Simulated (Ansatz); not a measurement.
Here is an Ansatz 0.2.0 calculation.

Contents of input.yaml:

```yaml
crystal:
  lattice:
    - [0.0, 2.60165, 2.60165]
    - [2.60165, 0.0, 2.60165]
    - [2.60165, 2.60165, 0.0]
  atoms:
    - { symbol: S, position: [0.5, 0.5, 0.5] }
    - { symbol: Mg, position: [0.0, 0.0, 0.0] }
hamiltonian:
  xc: lda
  pseudopotentials: { kind: paw }
kpoints:
  mp_grid: { grid: [7, 7, 7] }
scf:
  occupations: { method: fixed }
phonons:
  method: dfpt
  dielectric: true
  rigid_motions: translations
```

Potentials or basis: Ansatz PAW.

Launch:

```sh
$ ansatz run input.yaml --threads 2 --pin off --max-ram 5632MiB --backend cpu --events-out ev --progress --plain --runs-dir out
```

Question: Predict the electronic dielectric tensor (diagonal).

Answer: 5.59.

Question: What does it give for the Born charges (mean of the diagonal)?

Answer: S -2.34; Mg +2.34 e.

Question: What does it give for the highest phonon frequency at Γ, LO-TO splitting left out?

Answer: 222 cm⁻¹.

Question: Predict the band gap on the k mesh.

Answer: 2.77 eV, indirect (least direct gap 3.48 eV).

Question: Predict the static dielectric tensor (diagonal).

Answer: 16.81.

Phonon frequencies in cm⁻¹ (negative: imaginary):
| q point | frequencies |
| --- | --- |
| (0.000, 0.000, 0.000) | 0 0 0 222 222 222 |

Caveat: odd divisions of the mesh miss points on the zone boundary, where band edges often lie, so the gap on the mesh can be too wide. A k mesh can miss the band edges.
